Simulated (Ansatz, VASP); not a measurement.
Two plane-wave programs on SnTe

File INCAR:

```
SYSTEM = SnTe
  ALGO = Normal
  EDIFF = 1E-7
  ENCUT = 520
  GGA = PS
  ISIF = 2
  ISMEAR = -1
  LASPH = .TRUE.
  LCHARG = .FALSE.
  LREAL = .FALSE.
  LWAVE = .FALSE.
  NBANDS = 17
  NELM = 60
  PREC = Accurate
  SIGMA = 0.05
```

File KPOINTS:

```
k-points
0
G
  7 7 7
  0 0 0
```

File POSCAR:

```
SnTe
1.0
    0.0000000000      3.0865288906      3.0865288906
    3.0865288906      0.0000000000      3.0865288906
    3.0865288906      3.0865288906      0.0000000000
Te Sn
1 1
Direct
    0.5000000000      0.5000000000      0.5000000000
    0.0000000000      0.0000000000      0.0000000000
```

File input.yaml:

```yaml
crystal:
  lattice:
    - [0.0, 3.0865288906, 3.0865288906]
    - [3.0865288906, 0.0, 3.0865288906]
    - [3.0865288906, 3.0865288906, 0.0]
  atoms:
    - { symbol: Te, position: [0.5, 0.5, 0.5] }
    - { symbol: Sn, position: [0.0, 0.0, 0.0] }
hamiltonian:
  xc: pbesol
  pseudopotentials: { kind: paw }
kpoints:
  mp_grid: { grid: [7, 7, 7] }
scf:
  occupations: { method: fermi_dirac, width: 0.05 }
output:
  forces: true
  stress: true
  eigenvalues: true
  write_density: true
  write_potential: true
  elf: true
  volumetric_format: npy
```

Change from the starting cell: volume scaled by 0.94.

Alike in both runs: task single point; functional PBEsol; k mesh 7 × 7 × 7; occupations fermi-dirac, width 0.05 eV; no spin polarisation.

|  | VASP | Ansatz |
| --- | --- | --- |
| version | VASP 6.6.1 | Ansatz 0.2.0 |
| potentials or method | VASP PAW PBE potentials, release 64 (Te, Sn_d) | Ansatz PAW |
| plane-wave cutoff (eV) | 520 | 420 |
| valence electrons in the cell | 20 | 30 |

VASP gave:

| Item | Value |
| --- | --- |
| gap on the k mesh at the Fermi level (eV) | 0.62 |
| least direct gap on the mesh (eV) | 0.62 |
| pressure (GPa) | 2.9 |

Estimate Ansatz's values.

gap on the k mesh at the Fermi level (eV): 0.63; least direct gap on the mesh (eV): 0.63; pressure (GPa): 2.8.

The two sets of potentials don't hold the same shells in valence.

Caveats: the PAW data sets were made with another functional, which shifts forces and pressure a little (VASP); the PAW data sets come from PBE, with cores solved anew for the run's functional, which leaves a small shift of forces and pressure (Ansatz). The runs have no spin-orbit coupling, so splittings on Te are missing.
